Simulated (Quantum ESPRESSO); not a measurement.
Wanted: the native input for a Quantum ESPRESSO 7.5 run.

```yaml
Task: single point
Functional: PBEsol
Potentials_or_basis: GBRV 1.5 PBEsol
Cutoff: 612 eV
Density_cutoff: 4898 eV
k_mesh: 9 × 9 × 9
Occupations: fermi-dirac, width 0.05 eV
Spin: no spin polarisation
Hubbard_terms: Zr d U = 8 eV
Hubbard_projectors: ortho-atomic
Mixing_beta: 0.3
Most_SCF_iterations: 120
SCF_threshold: 4e-10 Ry
```

ZrS:

```
CELL_PARAMETERS angstrom
0.00000 2.62500 2.62500
2.62500 0.00000 2.62500
2.62500 2.62500 0.00000
ATOMIC_POSITIONS crystal
Zr 0.00000 0.00000 0.00000
S 0.50000 0.50000 0.50000
```

One way to write it, as run:

pw.in

```
&CONTROL
  calculation = 'scf'
  prefix = 'pwscf'
  outdir = './tmp'
  pseudo_dir = './pseudo'
  tprnfor = .true.
  tstress = .true.
  disk_io = 'nowf'
/
&SYSTEM
  ibrav = 0
  nat = 2
  ntyp = 2
  ecutwfc = 45
  ecutrho = 360
  nbnd = 18
  occupations = 'smearing'
  smearing = 'fd'
  degauss = 0.00367493
/
&ELECTRONS
  conv_thr = 4d-10
  electron_maxstep = 120
  mixing_beta = 0.3
/
ATOMIC_SPECIES
Zr    91.2240 zr_pbesol_v1.uspp.F.UPF
S     32.0600 s_pbesol_v1.4.uspp.F.UPF
CELL_PARAMETERS bohr
   0.0000000000    4.9605310771    4.9605310771
   4.9605310771    0.0000000000    4.9605310771
   4.9605310771    4.9605310771    0.0000000000
ATOMIC_POSITIONS bohr
Zr     0.0000000000    0.0000000000    0.0000000000
S      4.9605310771    4.9605310771    4.9605310771
K_POINTS automatic
9 9 9 0 0 0
HUBBARD {ortho-atomic}
U Zr-4d 8.0
```

Potentials or basis: GBRV 1.5 PBEsol.

The run is started by

```console
$ OMP_NUM_THREADS=1 mpirun -n 2 pw.x -nk 2 -in pw.in > pw.out
```

It gave:

```
Pressure               : 3.4 GPa
Band gap on the k mesh : none (metal or under the smearing width)
```

Caveat: U without spin polarisation on a metal has little footing.

Run time: 11 s on 2 MPI ranks on Arm Neoverse V2, with other jobs on the host, peak memory 0.22 GiB a rank.
